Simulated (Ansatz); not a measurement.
# MnS under changes of volume

One of the cells (17.667 Å³/atom); the others are scaled copies at fixed shape and fractional positions:

```
Mn S
1.0
     0.00000    2.60450    2.60450
     2.60450    0.00000    2.60450
     2.60450    2.60450    0.00000
Mn S
1 1
Direct
  0.00000 0.00000 0.00000
  0.50000 0.50000 0.50000
```

| Property | Result |
| --- | --- |
| Program | Ansatz 0.2.0 |
| Functional | PBE |
| Potentials or basis | PseudoDojo stringent (PBE files) |
| Cutoff | 1769 eV |
| Density cutoff | 7075 eV |
| k mesh | 9 × 9 × 9 |
| Occupations | fermi-dirac, width 0.05 eV |
| Spin | collinear spin, ferromagnetic start |
| Starting moments | [4.0, 0.0] μB |

```tsv
volume (Å³/atom)	energy over the lowest point (meV/atom)	pressure (GPa)	moment (μB per cell)
16.607	0.15	0.5	4.55
16.961	0.00	-0.6	4.62
17.314	2.35	-1.7	4.67
17.667	?	?	?
18.021	14.45	-3.8	4.76
18.374	23.70	-4.7	4.80
18.727	34.91	-5.5	4.83
```

Task: What does the run at 17.667 Å³/atom give?

Result: Energy over the lowest point 7.26 meV/atom; pressure -2.8 GPa; moment 4.72 μB per cell.

Worked out: A Birch-Murnaghan fit of order 3 (a polynomial in V^(-2/3)) to the other rows has its minimum at 16.81 Å³/atom with B0 = V·E''(V) = 59 GPa (rough, since the energies scatter). It gives 7.27 meV/atom at 17.667 Å³/atom, against the run's 7.26, and -dE/dV = -2.7 GPa, against -2.8. A parabola through the other rows of the moment, of slope 0.13 μB per Å³/atom there, gives 4.72 μB, against the run's 4.72.

Energies are extrapolated to zero smearing.

Caveats: a cell with one magnetic atom can't hold antiferromagnetic order, which such compounds often take.
